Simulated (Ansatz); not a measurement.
## CoSi: band structure with LDA

Crystal: CoSi.

```
Co Si
1.0
     2.78133    0.00000    0.00000
     0.00000    2.78133    0.00000
     0.00000    0.00000    2.78133
Co Si
1 1
Direct
  0.00000 0.00000 0.00000
  0.50000 0.50000 0.50000
```

Measurements of this composition are mostly on another form, of space group No. 198.

```
Program             : Ansatz 0.2.0
Task                : band structure
Functional          : LDA
Potentials or basis : all-electron LAPW, scalar-relativistic
Cutoff              : 272 eV (chosen from the basis error)
Basis error allowed : 0.001 eV/atom
k mesh              : 10 × 10 × 10
Occupations         : fermi-dirac, width 0.05 eV
Spin                : collinear spin, ferromagnetic start
Starting moments    : [2.0, 0.0] μB
```

```yaml
Pressure: -12.4 GPa
Band_gap_along_the_path: none (metal or under the smearing width)
Net_moment: 0.41 μB per cell
Absolute_moment: 0.43 μB per cell
Site_moments: Co +0.42; Si +0.00 μB
```

Levels at the corners of the path, in eV from the Fermi level:
Spin up:
```tsv
point	band 13	band 14	band 15	band 16	band 17	band 18
Γ	-1.46	-1.46	3.00	3.00	3.00	7.63
X	-2.73	-1.31	-0.51	6.78	8.06	8.06
M	-2.27	-2.27	-0.82	1.45	1.81	8.01
Γ	-1.46	-1.46	3.00	3.00	3.00	7.63
R	-0.78	-0.78	1.36	1.36	1.36	3.56
X	-2.73	-1.31	-0.51	6.78	8.06	8.06
```
Spin down:
| point | band 11 | band 12 | band 13 | band 14 | band 15 | band 16 | band 17 | band 18 |
| --- | --- | --- | --- | --- | --- | --- | --- | --- |
| Γ | -3.60 | -1.15 | -1.15 | -1.15 | 3.02 | 3.02 | 3.02 | 7.81 |
| X | -2.78 | -2.48 | -2.48 | -0.99 | 0.01 | 6.79 | 8.14 | 8.14 |
| M | -5.14 | -3.80 | -1.99 | -1.99 | -0.26 | 1.71 | 2.12 | 8.01 |
| Γ | -3.60 | -1.15 | -1.15 | -1.15 | 3.02 | 3.02 | 3.02 | 7.81 |
| R | -5.76 | -1.70 | -0.22 | -0.22 | 1.40 | 1.40 | 1.40 | 3.78 |
| X | -2.78 | -2.48 | -2.48 | -0.99 | 0.01 | 6.79 | 8.14 | 8.14 |

Wall time 4.9 s on 2 threads of AMD EPYC 9R45 96-Core Processor (Zen 5) (shared host), peak memory 0.48 GiB.
